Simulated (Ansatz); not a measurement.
# Convergence study of the plane-wave cutoff for LiI (I4mm, 2 atoms in the cell)

```
LiI
1.0
    0.00000     3.02505     3.02505
    3.02505     0.00000     3.02505
    3.02505     3.02505     0.00000
Li I
1 1
Cartesian
  0.00000   0.00000   0.05000
  3.02505   3.02505   3.02505
```

Method: PBE (plane waves, PAW; Ansatz, a quantum-chemistry and plane-wave program).

Base settings: basis.ecutwfc = 420 eV; kpoints.mp_grid.grid = 7 7 7; hamiltonian.xc = pbe; hamiltonian.pseudopotentials = {kind: paw} (the program's default PAW files); scf.occupations.method = fermi_dirac; scf.occupations.width = 0.05 eV.

The second cell is the first with its lattice scaled by 0.98.

The mesh stays at the base's, so the ladder's end is converged at best in this setting alone.

The first pressure column holds Ansatz's estimate of the finite-basis (Pulay) stress, which hides part of the cutoff error; the other is without it.

Only quantities that move along the ladder and can be compared are tabulated.

The count of work is k-points × plane waves × bands × iterations; it is no time. 

The starting cell has typed, rounded lattice constants, without a prior relaxation at this level. Its lattice was rescaled by up to half a per cent. One atom was moved a little off its site on purpose.

```csv
basis.ecutwfc,free energy less the last step's (meV/atom),energy of the compressed cell less the first (meV/atom),pressure (GPa),pressure without the Pulay estimate (GPa),largest difference of a force vector from the last step's (eV/Å),count of work / last
145 eV,48659.70,-536.88,-0.23,-1136.41,0.150,0.067
170 eV,16760.80,98.00,1.46,-469.98,0.072,0.082
190 eV,7064.06,162.74,-4.79,-223.06,0.023,0.096
210 eV,2978.58,54.46,0.36,-105.50,0.001,0.096
230 eV,1255.28,2.72,-0.16,-50.07,0.012,0.10
250 eV,499.04,-0.84,-0.43,-22.76,0.001,0.13
295 eV,52.73,4.56,-0.28,-3.56,0.001,0.15
335 eV,4.93,3.31,-0.28,-0.67,0.000,0.25
380 eV,0.84,3.40,-0.28,-0.29,0.000,0.31
420 eV,0.59,3.40,-0.28,-0.29,0.000,0.27
460 eV,0.31,3.39,-0.28,-0.28,0.000,0.41
505 eV,0.17,3.39,-0.28,-0.28,0.000,0.35
565 eV,0.12,3.39,-0.28,-0.28,0.000,0.42
630 eV,0.08,3.38,-0.28,-0.28,0.000,0.50
735 eV,0.05,3.38,-0.28,-0.28,0.000,0.61
840 eV,0.03,3.38,-0.28,-0.28,0.000,0.91
1010 eV,0.00,3.38,-0.28,-0.28,0.000,1.0
```

Coarsest basis.ecutwfc that holds the pressure within 0.5 GPa of the last step, with all finer ones: 230 eV, at 0.10 of the last step's count of work; the step before is off by 0.63 GPa.

Coarsest basis.ecutwfc that holds the pressure without the Pulay estimate within 0.5 GPa of the last step, with all finer ones: 335 eV, at 0.25 of the last step's count of work; the step before is off by 3.3 GPa.

Coarsest basis.ecutwfc that holds the forces within 0.005 eV/Å of the last step, with all finer ones: 250 eV, at 0.13 of the last step's count of work; the step before is off by 0.012 eV/Å.

The energy difference between the two cells stays within 1 meV/atom of the last step's from 335 eV on, the total only from 380 eV on: much of the error is common to both cells and cancels.

At the lowest cutoff the pressure without the Pulay estimate lies 1140 GPa under the last step's, the usual sign of Pulay stress in an incomplete plane-wave basis.

Keys are those of Ansatz 0.2.
